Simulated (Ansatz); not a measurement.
I: a run of Ansatz with trial settings.

```yaml
crystal:
  lattice:
    - [0.0, 2.3656004428, 3.9098401324]
    - [2.1922454667, 0.0, 3.9098401324]
    - [2.1922454667, 2.3656004428, 0.0]
  atoms:
    - { symbol: I, position: [0.0, 0.0, 0.0] }
basis:
  ecutwfc: 420
kpoints:
  mp_grid: { grid: [4, 4, 4] }
hamiltonian:
  xc: blyp
scf:
  occupations: { method: gaussian, width: 0.1 }
output:
  forces: true
  stress: true
  eigenvalues: true
  optics: { e_range: [0, 10], sigma: 0.2 }
```

Command:

```bash
ansatz run input.yaml --threads 1 --pin off --max-ram 1331MiB --backend cpu --events-out ev --progress --plain --runs-dir out
```

From the log (HF is the Harris–Foulkes energy, dr2 the density residual in eV):

```text
Pseudopotential: I, paw, valence charge 17, recommended cutoff 420 eV (normal)
Crystal: 1 atom, lattice volume = 40.553 Å³
Basis set: ecut = 420 eV, 797 PW (Γ), exchange–correlation on 64×60×48 points (8 copies of the dense FFT grid, shifted against one another)
Bands: 13, of which v1, the nominal top of the filled ones, is band 9 counted from 1 (8 counted from 0)
Symmetry: 8 space group operations
Space group: Fmmm (ITA 69), of the structure as read, at distance tolerance 3.4e-5 Å
k-points: 18 of 64
PAW frozen core: I, regenerated for the run's functional, and the local potential with it (the file was generated under x = pbe(κ = 0.804, μ = 0.2195), c = pbe(β = 0.0667))
Initial density: superposition of atomic densities, corrected by the library's trained network
SCF iter   1: HF=-7530.851333 eV  Δρ=3.58e-3  dr2=4.60e-3
SCF iter   2: HF=-7530.849842 eV  Δρ=1.54e-3  dr2=4.38e-4
SCF iter   3: HF=-7530.849769 eV  Δρ=3.10e-4  dr2=2.48e-5
SCF iter   4: HF=-7530.849775 eV  Δρ=6.87e-5  dr2=1.43e-6
SCF iter   5: HF=-7530.849777 eV  Δρ=1.11e-5  dr2=6.36e-8
SCF iter   6: HF=-7530.849777 eV  Δρ=4.30e-6  dr2=9.28e-9
SCF iter   7: HF=-7530.849777 eV  Δρ=5.89e-7  dr2=1.75e-10
SCF iter   8: F=-7530.849777 eV  HF=-7530.849777 eV  Δρ=8.24e-8  dr2=2.45e-12
SCF 1 converged in 8 iterations: F = -7530.849777 eV  dr2 = 2.45e-12
SCF converged after 8 iterations
Free energy (F): -7530.849777 eV
E sigma→0 (E₀):  -7530.849777 eV
Fermi energy:    6.297630 eV
--- Forces (eV/Å), atoms counted from 1 ---
  atom   1  I      0.00000000     0.00000000    -0.00000000
--- Stress (GPa, compression-positive) ---
        1.450373      -0.000000       0.000000
       -0.000000       0.563912      -0.000000
        0.000000      -0.000000       2.229338
  P = ⅓ Tr σ = 1.4145 GPa (14.145 kbar)
```

The inputs are trials, many of them unsound on purpose. Their numbers show the effect of the settings and aren't properties of the material. Forces of this functional on these PAW sets can be off by 10 %.